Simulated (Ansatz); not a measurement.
```xyz
2
Lattice="0.0000 1.7835 1.7835 1.7835 0.0000 1.7835 1.7835 1.7835 0.0000" Properties=species:S:1:pos:R:3 pbc="T T T"
C     0.0000    0.0000    0.0000
C     0.8918    0.8918    0.8918
```

| Item | Value |
| --- | --- |
| orbitals | r²SCAN |
| datasets | hard PAW set made for 700 eV, made with PBE |
| k mesh | 4×4×4 |
| empty bands | 73 |
| response cutoff | 200 eV |
| wave cutoff | 700 eV |
| frequencies | contour deformation |
| q → 0 term | analytic weight of Carrier, Rohra and Görling |
| band sums | cut at the band count |

Program: Ansatz. The Kohn-Sham gap (from Γ to k = (0, 0.25, 0.25)) is 4.66 eV and the electronic dielectric constant on this mesh 6.8.

Task: What G0W0 gap follows between the same band edges?

Result: 5.98 eV, a change of +1.32 eV. The valence edge moves by -0.71 eV (Z = 0.83) and the conduction edge by +0.61 eV (Z = 0.84).

The cell is a model at fixed atoms and needn't be the relaxed known crystal. Points k are given in fractions of the reciprocal vectors. The mesh is coarse, so these are values at the stated settings, not converged ones. Band sums or response are cut, so the gap isn't at its basis limit. The gap is read on the mesh, and the crystal's band edges can lie off it. With r²SCAN or HSE06 the Kohn-Sham levels are generalised ones. Meshes this coarse can overestimate the dielectric constant by a tenth and more.
